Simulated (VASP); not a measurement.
# AlN (P6_3mc) in VASP: settings compared, part 2 of 3

VASP 6.6.1. The steps go on from the part before.

### 4 Relaxation of cell and atoms, PBEsol

Input file INCAR:

```
ALGO = Normal
EDIFF = 1E-7
EDIFFG = -0.02
ENCUT = 600
GGA = PS
IBRION = 2
ISIF = 3
ISMEAR = -1
LASPH = T
LCHARG = F
LREAL = F
LWAVE = F
NELM = 100
NSW = 40
PREC = Accurate
SIGMA = 0.05
```

Input file KPOINTS:

```
k-points
0
Gamma
  7 7 5
```

Input file POSCAR:

```
AlN
1.0
    3.1130000000      0.0000000000      0.0000000000
   -1.5565000000      2.6959370820      0.0000000000
    0.0000000000      0.0000000000      4.9810000000
Al N
2 2
Direct
    0.6666666667      0.3333333333      0.5000000000
    0.3333333333      0.6666666667      0.0000000000
    0.6666666667      0.3333333333      0.8800000000
    0.3333333333      0.6666666667      0.3800000000
```

Potentials or basis: VASP PAW PBE potentials, release 64 (Al, N).

Launch:

```
cat potpaw_PBE.64/Al/POTCAR potpaw_PBE.64/N/POTCAR > POTCAR
mpirun -np 1 vasp_std > vasp.out
```

OUTCAR:

```text
EDIFF = 1E-7
   EDIFFG = -0.02
   ENCUT = 600
   GGA = PS
   IBRION = 2
   ISIF = 3
   ISMEAR = -1
   LASPH = T
   LREAL = F
   NELM = 100
   NSW = 40
   PREC = Accurate

 ion  position               nearest neighbor table
   1  0.667  0.333  0.500-   3 1.89   4 1.89   4 1.89   4 1.89   2 3.07   2 3.07   2 3.07   2 3.07
                             2 3.07   2 3.07
   2  0.333  0.667  0.000-   4 1.89   3 1.89   3 1.89   3 1.89   1 3.07   1 3.07   1 3.07   1 3.07
                             1 3.07   1 3.07
   3  0.667  0.333  0.880-   1 1.89   2 1.89   2 1.89   2 1.89
   4  0.333  0.667  0.380-   2 1.89   1 1.89   1 1.89   1 1.89

  LATTYP: Found a hexagonal cell.
 ALAT       =     3.1130000000
 C/A-ratio  =     1.6000642467

  Lattice vectors:

 A1 = (   3.1130000000,   0.0000000000,   0.0000000000)
 A2 = (  -1.5565000000,   2.6959370820,   0.0000000000)
 A3 = (   0.0000000000,   0.0000000000,   4.9810000000)

Analysis of symmetry for initial positions (statically):
=====================================================================
 Subroutine PRICEL returns:
 Original cell was already a primitive cell.

 Routine SETGRP: Setting up the symmetry group for a
 hexagonal supercell.

 Subroutine GETGRP returns: Found 12 space group operations
 (whereof  6 operations were pure point group operations)
 out of a pool of 24 trial point group operations.

The static configuration has the point symmetry C_3v.
 The point group associated with its full space group is C_6v.

Analysis of symmetry for dynamics (positions and initial velocities):
=====================================================================
 Subroutine PRICEL returns:
 Original cell was already a primitive cell.

 Routine SETGRP: Setting up the symmetry group for a
 hexagonal supercell.

 Subroutine GETGRP returns: Found 12 space group operations
 (whereof  6 operations were pure point group operations)
 out of a pool of 24 trial point group operations.

The dynamic configuration has the point symmetry C_3v.
 The point group associated with its full space group is C_6v.

 Subroutine INISYM returns: Found 12 space group operations
 (whereof  6 operations are pure point group operations),
 and found     1 'primitive' translations

----------------------------------------------------------------------------------------

                                     Primitive cell

  volume of cell :      41.8028

  direct lattice vectors                    reciprocal lattice vectors
     3.113000000  0.000000000  0.000000000     0.321233537  0.185464269  0.000000000
    -1.556500000  2.695937082  0.000000000     0.000000000  0.370928538  0.000000000
     0.000000000  0.000000000  4.981000000     0.000000000  0.000000000  0.200762899

  length of vectors
     3.113000000  3.113000000  4.981000000     0.370928538  0.370928538  0.200762899

  position of ions in fractional coordinates (direct lattice)
     0.666666667  0.333333333  0.500000000
     0.333333333  0.666666667  0.000000000
     0.666666667  0.333333333  0.880000000
     0.333333333  0.666666667  0.380000000

  ion indices of the primitive-cell ions
   primitive index   ion index
                 1           1
                 2           2
                 3           3
                 4           4

----------------------------------------------------------------------------------------

 KPOINTS: k-points

Automatic generation of k-mesh.
 Grid dimensions read from file:
 generate k-points for:    7    7    5

 Generating k-lattice:

  Cartesian coordinates                     Fractional coordinates (reciprocal lattice)
     0.045890505  0.026494896  0.000000000     0.142857143  0.000000000  0.000000000
     0.000000000  0.052989791  0.000000000     0.000000000  0.142857143  0.000000000
     0.000000000  0.000000000  0.040152580     0.000000000  0.000000000  0.200000000

  Length of vectors
     0.052989791  0.052989791  0.040152580

  Shift w.r.t. Gamma in fractional coordinates (k-lattice)
     0.000000000  0.000000000  0.000000000

 Subroutine IBZKPT returns following result:
 ===========================================

 Found     24 irreducible k-points:

 Following reciprocal coordinates:
            Coordinates               Weight
  0.000000  0.000000  0.000000      1.000000
  0.142857  0.000000  0.000000      6.000000
  0.285714  0.000000  0.000000      6.000000
  0.428571  0.000000  0.000000      6.000000
  0.142857  0.142857  0.000000      6.000000
  0.285714  0.142857  0.000000     12.000000
[... 16 lines left out ...]
  0.428571  0.142857  0.400000     12.000000
  0.285714  0.285714  0.400000     12.000000
   k-points           NKPTS =     24   k-points in BZ     NKDIM =     24   number of bands    NBANDS=     12
   number of dos      NEDOS =    301   number of ions     NIONS =      4
   total plane-waves  NPLWV =  31360
   dimension x,y,z NGX =    28 NGY =   28 NGZ =   40
   dimension x,y,z NGXF=    56 NGYF=   56 NGZF=   80
   ions per type =               2   2
   NGX,Y,Z   is equivalent  to a cutoff of  14.95, 14.95, 13.35 a.u.
   NGXF,Y,Z  is equivalent  to a cutoff of  29.91, 29.91, 26.70 a.u.
 SYSTEM =  unknown system
   PREC   = accura    normal or accurate (medium, high low for compatibility)
   ISTART =      0    job   : 0-new  1-cont  2-samecut
   ICHARG =      2    charge: 1-file 2-atom 10-const
   ISPIN  =      1    spin polarized calculation?
   LNONCOLLINEAR =      F non collinear calculations
   LSORBIT =      F    spin-orbit coupling
   LASPH  =      T    aspherical Exc in radial PAW
   ENCUT  =  600.0 eV  44.10 Ry    6.64 a.u.   6.22  6.22  9.95*2*pi/ulx,y,z
   NELM   =    100;   NELMIN=  2; NELMDL= -5     # of ELM steps
   EDIFF  = 0.1E-06   stopping-criterion for ELM
   LREAL  =      F    real-space projection
   EDIFFG = -.2E-01   stopping-criterion for IOM
   NSW    =     40    number of steps for IOM
   IBRION =      2    ionic relax: 0-MD 1-quasi-New 2-CG
   NFREE  =      1    steps in history (QN), initial steepest desc. (CG)
   ISIF   =      3    stress and relaxation
   ISYM   =      2    0-nonsym 1-usesym 2-fastsym
   POTIM  = 0.5000    time-step for ionic-motion
   TEBEG  =    0.0;   TEEND  =   0.0 temperature during run
   PSTRESS=    0.0 pullay stress
   NELECT =      16.0000    total number of electrons
   NUPDOWN=      -1.0000    fix difference up-down
   EMIN   =  10.00;   EMAX   =-10.00  energy-range for DOS
   EFERMI =   0.00;   METHOD = LEGACY
   ISMEAR =    -1;   SIGMA  =   0.05  broadening in eV -4-tet -1-fermi 0-gaus
   EFERMI_NEDOS =   21; number of points for ismear=-14 and -15
   IALGO  =     38    algorithm
   IMIX   =      4    mixing-type and parameters
     AMIX     =   0.40;   BMIX     =  1.00
     AMIX_MAG =   1.60;   BMIX_MAG =  1.00
  volume/ion in A,a.u.               =      10.45        70.52
  Fermi-wavevector in a.u.,A,eV,Ry     =   1.188629  2.246183 19.222843  1.412839
  Thomas-Fermi vector in A             =   2.324754
   LORBIT       =      0    0 simple, 1 ext, 2 COOP (PROOUT), +10 PAW based schemes
   GGA     = PS    functional components
   LHFCALC =     F    Hartree Fock is set to
   AEXX    =    0.0000 exact exchange contribution
   IVDW    =     0    specifies the selected vdW correction
   LEPSILON=     F    determine dielectric tensor
   LRPA    =     F    only Hartree local field effects (RPA)
 conjugate gradient relaxation of ions
 non-spin polarized calculation
  energy-cutoff  :      600.00
  volume of cell :       41.80
 maximum number of plane-waves:      1418
 NGX is ok and might be reduce to    28
   NGX = 13   NGY = 13   NGZ = 19

--------------------------------------- Ionic step        1  -------------------------------------------

 number of electron      16.0000000 magnetization

 Free energy of the ion-electron system (eV)
  ---------------------------------------------------
  ext. energy  EPLUGINS =         0.00000000
  ---------------------------------------------------
  free energy    TOTEN  =       -31.31402089 eV

  energy without entropy =      -31.31402089  energy(sigma->0) =      -31.31402089

------------------------ aborting loop because EDIFF is reached ----------------------------------------

  FORCE on cell =-STRESS in cart. coord.  units (eV):
  Direction    XX          YY          ZZ          XY          YZ          ZX
  --------------------------------------------------------------------------------------
  -------------------------------------------------------------------------------------
  Total       -0.1045642     -0.1045642      0.2844563      0.0000000     -0.0000000      0.0000000
  in kB       -4.0076356     -4.0076356     10.9023653      0.0000000     -0.0000000      0.0000000
  external PRESSURE =       0.9623647 kB  Pullay stress =       0.0000000 kB
[... 99 lines left out ...]
  energy  without entropy=      -31.3152273146  energy(sigma->0) =      -31.31522731

--------------------------------------- Ionic step        4  -------------------------------------------

 number of electron      15.9999999 magnetization

 Free energy of the ion-electron system (eV)
  ---------------------------------------------------
  ext. energy  EPLUGINS =         0.00000000
  ---------------------------------------------------
  free energy    TOTEN  =       -31.31533009 eV

  energy without entropy =      -31.31533009  energy(sigma->0) =      -31.31533009

 E-fermi :   7.0646     XC(G=0): -11.1023

 val. band max:        6.0486058100   @ k =   0.0000   0.0000   0.0000
 cond. band min:      10.1727341666   @ k =   0.0000   0.0000   0.0000
 fundamental gap:      4.1241283566
 Fermi energy:         7.0645734084

 k-point     1 :       0.0000    0.0000    0.0000
  band No.  band energies     occupation
      1      -9.1091      2.00000
      2      -6.9318      2.00000
      3      -0.0011      2.00000
      4       5.1846      2.00000
      5       5.1846      2.00000
      6       5.8360      2.00000
      7       5.8360      2.00000
      8       6.0486      2.00000
      9      10.1727      0.00000
     10      12.6179      0.00000
     11      16.5450      0.00000
     12      17.0901      0.00000
[... 374 lines left out ...]
  FREE ENERGIE OF THE ION-ELECTRON SYSTEM (eV)
  ---------------------------------------------------
  free  energy   TOTEN  =       -31.3153300946 eV

  energy  without entropy=      -31.3153300946  energy(sigma->0) =      -31.31533009

 reached required accuracy - stopping structural energy minimisation
```

OSZICAR:

```text
N       E                     dE             d eps       ncg     rms          rms(c)
DAV:   1     0.567696303809E+02    0.56770E+02   -0.81033E+03   576   0.132E+03
DAV:   2    -0.313373381638E+02   -0.88107E+02   -0.79561E+02   864   0.248E+02
DAV:   3    -0.357265701413E+02   -0.43892E+01   -0.43613E+01   760   0.587E+01
[... 33 lines left out ...]
DAV:   1    -0.313153691496E+02   -0.14186E-03   -0.75193E-03   576   0.829E-01    0.353E-02
DAV:   2    -0.313153444550E+02    0.24695E-04   -0.63924E-05   724   0.782E-02    0.198E-02
DAV:   3    -0.313153300552E+02    0.14400E-04   -0.19841E-05   688   0.384E-02    0.167E-03
DAV:   4    -0.313153300928E+02   -0.37546E-07   -0.11275E-06   684   0.103E-02    0.109E-03
DAV:   5    -0.313153300946E+02   -0.18073E-08   -0.28909E-08   340   0.160E-03
   4 F= -.31315330E+02 E0= -.31315330E+02  d E =-.102780E-03
```

CONTCAR:

```text
AlN
   1.00000000000000
     3.1120043541910927    0.0000000000000000    0.0000000000000000
    -1.5560021770955463    2.6950748274362963   -0.0000000000000000
     0.0000000000000000   -0.0000000000000000    4.9860143832765882
  Al              N
     2     2
Direct
     0.6666666667000030    0.3333333332999970    0.4991592143186063
     0.3333333332999970    0.6666666667000030    0.9991592143186062
     0.6666666667000030    0.3333333332999970    0.8808407856813963
     0.3333333332999970    0.6666666667000030    0.3808407856813963

  0.00000000E+00  0.00000000E+00  0.00000000E+00
  0.00000000E+00  0.00000000E+00  0.00000000E+00
  0.00000000E+00  0.00000000E+00  0.00000000E+00
  0.00000000E+00  0.00000000E+00  0.00000000E+00
```

Wall time 32 s (1 thread of Intel Xeon Platinum 8375C at 2.90GHz (Ice Lake), shared host); peak memory 0.17 GiB.

Results:

```
Free energy                            : -31.3153 eV
Relaxed volume                         : 10.45 Å³/atom
Relaxed cell                           : a = 3.112 Å, b = 3.112 Å, c = 4.986 Å, α = 90.00°, β = 90.00°, γ = 120.00°
Space group after relaxing (to 0.05 Å) : P6_3mc (No. 186)
Energy gained by relaxing              : 0.3 meV/atom
Ionic steps                            : 4
Pressure after relaxing                : 0.0 GPa
Largest force after relaxing           : 0.007 eV/Å
Band gap on the k mesh                 : 4.12 eV, direct
```

Forces in eV/Å, atoms in the order of the input:
```
Al   0.000  0.000 -0.007
Al   0.000  0.000 -0.007
N    0.000  0.000  0.007
N    0.000  0.000  0.007
```

Stress tensor (GPa, compression positive):
```
 0.07  0.00  0.00
 0.00  0.07  0.00
 0.00  0.00 -0.16
```

The path:
```tsv
step	energy change (eV)	largest force (eV/Å)	pressure (GPa)	volume (Å³)
1	0.0000	0.1324	0.10	41.80
2	-0.0003	0.0868	-0.09	41.84
3	-0.0012	0.0141	-0.02	41.82
4	-0.0013	0.0071	-0.01	41.82
```

Final structure:
```
CELL_PARAMETERS angstrom
3.11200 0.00000 0.00000
-1.55600 2.69507 0.00000
0.00000 0.00000 4.98601
ATOMIC_POSITIONS crystal
Al 0.66667 0.33333 0.49916
Al 0.33333 0.66667 0.99916
N 0.66667 0.33333 0.88084
N 0.33333 0.66667 0.38084
```

Caveat: the PAW data sets were made with another functional, which shifts forces and pressure a little. PBEsol gaps usually lie below the measured ones, often by a third to a half.

[end of part 2 of 3]
